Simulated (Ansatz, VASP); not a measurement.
ZnSe: VASP beside Ansatz

File INCAR:

```
SYSTEM = ZnSe
PREC     = Accurate       ! precision mode
ENCUT    = 520            ! plane-wave cutoff, eV
EDIFF    = 1E-6           ! SCF threshold, eV
ISMEAR   = 0              ! smearing method
SIGMA    = 0.01           ! smearing width, eV
LREAL    = .False.        ! projectors in reciprocal space
LASPH    = .True.         ! aspherical terms in the spheres
NELM     = 80             ! most SCF steps
ALGO     = Normal         ! electronic algorithm
ISIF     = 2              ! what is computed and relaxed
LWAVE    = .False.        ! write WAVECAR
LCHARG   = .False.        ! write CHGCAR
GGA      = CA             ! functional
NBANDS   = 16             ! bands
```

KPOINTS

```
Automatic mesh
0
Gamma
  8 8 8
  0 0 0
```

The input POSCAR:

```
ZnSe
1.0
    2.8394346102      2.8394346102      0.0000000000
   -2.8394346102      2.8394346102      0.0000000000
    0.0000000000      2.8394346102      2.7153231650
Zn Se
1 1
Direct
    0.0000000000      0.0000000000      0.0000000000
    0.7500000000      0.2500000000      0.5000000000
```

Input for Ansatz:

```yaml
crystal:
  lattice:
    - [2.83943461023, 2.83943461023, 0.0]
    - [-2.83943461023, 2.83943461023, 0.0]
    - [0.0, 2.83943461023, 2.71532316505]
  atoms:
    - { symbol: Zn, position: [0.0, 0.0, 0.0] }
    - { symbol: Se, position: [0.75, 0.25, 0.5] }
kpoints:
  mp_grid: { grid: [8, 8, 8] }
scf:
  occupations: { method: fixed }
  convergence: { dr2_threshold: 1.0e-10 }
hamiltonian:
  xc: lda
  pseudopotentials: { kind: all_electron, lapw: { basis_error: 0.0005 } }
output:
  forces: true
  stress: true
  eigenstates:
    kpoints:
      - [0.0, 0.0, 0.0]
      - [-0.5, -0.5, -0.5]
      - [-0.5, 0.5, 0.0]
      - [0.0, 0.0, -0.5]
      - [0.0, -0.5, -0.5]
      - [0.0, 0.5, 0.0]
      - [-0.5, 0.0, 0.0]
      - [-0.5, 0.0, -0.5]
  eigenvalues: true
```

Change from the starting cell: film at in-plane strain +0.02.

Alike in both runs: task single point; functional LDA; k mesh 8 × 8 × 8; no spin polarisation.

```csv
,VASP,Ansatz
version,VASP 6.6.1,Ansatz 0.2.0
potentials or method,"VASP PAW LDA potentials, release 64 (Zn, Se)","all-electron LAPW, scalar-relativistic"
plane-wave cutoff (eV),520,see its input
occupations,"gaussian, width 0.01 eV",fixed
```

Ansatz gave:

| Property | Result |
| --- | --- |
| gap on the k mesh at the Fermi level (eV) | 1.08 |
| pressure (GPa) | -1.0 |
| largest component of the traceless stress (GPa) | 1.07 |

**Question.** What did VASP give for the same quantities?

**Answer.** gap on the k mesh at the Fermi level (eV): 1.12; pressure (GPa): -0.7; largest component of the traceless stress (GPa): 1.06.

Ansatz ran all-electron here, so the differences hold the error of VASP's frozen core and of both bases.
